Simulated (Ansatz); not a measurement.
Input of an Ansatz 0.2.0 run:

File input.yaml:

```yaml
crystal:
  lattice:
    - [0.0, 1.9465, 1.9465]
    - [1.9465, 0.0, 1.9465]
    - [1.9465, 1.9465, 0.0]
  atoms:
    - { symbol: Pd, position: [0.0, 0.0, 0.0] }
hamiltonian:
  xc: pbe
  pseudopotentials: { kind: paw }
kpoints:
  mp_grid: { grid: [12, 12, 12] }
scf:
  occupations: { method: gaussian, width: 0.026 }
output:
  forces: true
  stress: true
  eigenvalues: true
```

Potentials or basis: Ansatz PAW.

Command:

```console
$ ansatz run input.yaml --threads 2 --pin off --max-ram 5632MiB --backend cpu --events-out ev --progress --plain --runs-dir out
```

(1) Predict the band gap on the k mesh.

(2) What does it give for the pressure?

## Answers

(1) none (metal or under the smearing width).

(2) 6.9 GPa.
